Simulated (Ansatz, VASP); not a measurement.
# LiCl in VASP and in Ansatz

```
Li Cl
1.0
    -0.08520    2.47084    2.47084
     2.47084   -0.08520    2.47084
     2.47084    2.47084   -0.08520
Li Cl
1 1
Direct
  0.00000 0.00000 0.00000
  0.50000 0.50000 0.50000
```

Change from the starting cell: shear_111 strain -5.0%.

Alike in both runs: task single point; functional PBE; k mesh 8 × 8 × 8; occupations fermi-dirac, width 0.02 eV; no spin polarisation.

|  | VASP | Ansatz |
| --- | --- | --- |
| version | VASP 6.6.1 | Ansatz 0.2.0 |
| potentials or method | VASP PAW PBE potentials, release 64 (Li_sv, Cl) | plane waves, PAW |
| plane-wave cutoff (eV) | 520 | 420 |
| valence electrons in the cell | 10 | 10 |

```csv
,VASP,Ansatz,Ansatz less VASP
gap on the k mesh at the Fermi level (eV),6.35,6.33,-0.017
```

 A k mesh can miss the band edges.
